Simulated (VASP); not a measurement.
## HfC3: equation of state with PBE+TS

The system is HfC3.

```xyz
4
Lattice="-1.5754 1.5754 3.9462 1.5754 -1.5754 3.9462 1.5754 1.5754 -3.9462" Properties=species:S:1:pos:R:3 pbc="T T T"
Hf    0.0000    0.0000    0.0000
C     0.0000    1.5754    1.9731
C     1.5754    0.0000    1.9731
C     0.0000    0.0000    3.9462
```

The cell was built by a generator and needn't be a form met in nature.

- Program: VASP 6.6.1
- Task: equation of state
- Functional: PBE
- Dispersion: TS
- Potentials or basis: VASP PAW PBE potentials, release 64 (Hf_pv, C)
- Cutoff: 520 eV
- k mesh: 12 × 12 × 12
- Occupations: gaussian, width 0.05 eV
- Spin: no spin polarisation
- Further INCAR settings: ALGO = Normal; EDIFF = 1.00e-06

```json
{"Equilibrium volume": "9.45 Å³/atom", "Bulk modulus at fixed shape and positions": "247 GPa", "Pressure derivative of the bulk modulus": "4.2", "Hirshfeld charges": "Hf +0.37; C -0.07, -0.23 e"}
```

Energy against volume, from the lowest point:
| volume (Å³/atom) | energy (meV/atom) |
| --- | --- |
| 9.206 | 4.88 |
| 9.402 | 0.00 |
| 9.598 | 1.53 |
| 9.794 | 8.85 |
| 9.990 | 21.38 |
| 10.186 | 38.57 |
| 10.381 | 59.91 |

It took 15 min on 1 thread of Intel(R) Xeon(R) Platinum 8488C (Sapphire Rapids), with other jobs on the host, peak memory 0.27 GiB.

Caveat: the cell was scaled at fixed shape and fractional positions, which overstates the stiffness of a crystal with free parameters, most of all of layers and chains. Spin-orbit coupling is left out, which matters for the levels of Hf.
